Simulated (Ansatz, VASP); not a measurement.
**SiO2 (Stishovite): VASP beside Ansatz**

```
Si O
1.0
     4.16670    0.00000    0.00000
     0.00000    4.16670    0.00000
     0.00000    0.00000    2.66450
Si O
2 4
Cartesian
  0.0000 0.0000 0.0000
  2.0833 2.0833 1.3322
  1.2719 1.2719 0.0000
  0.8114 3.3553 1.3322
  2.8948 2.8948 0.0000
  3.3553 0.8114 1.3322
```

Alike in both runs: functional PBE; k mesh 7 × 7 × 11; occupations fermi-dirac, width 0.02 eV; no spin polarisation.

Ansatz relaxed the structure, and its values are those at the end. VASP's run is a single point on that final structure, the one shown.

|  | VASP | Ansatz |
| --- | --- | --- |
| version | VASP 6.6.1 | Ansatz 0.2.0 |
| potentials or method | VASP PAW PBE potentials, release 64 (Si, O) | plane-wave PAW, scalar-relativistic |
| plane-wave cutoff (eV) | 520 | 420 |
| valence electrons in the cell | 32 | 32 |

|  | VASP | Ansatz | Ansatz less VASP |
| --- | --- | --- | --- |
| gap on the k mesh at the Fermi level (eV) | 5.69 | 5.70 | +0.013 |
| pressure (GPa) | 12.8 | 12.6 | -0.20 |
| rms of the force components (eV/Å) | 0.008 | 0.000 | -0.0079 |

Ansatz warned: «stress_scf_threshold_loose».

Caveats: an odd mesh through Γ misses points on the zone boundary, where band edges often lie.
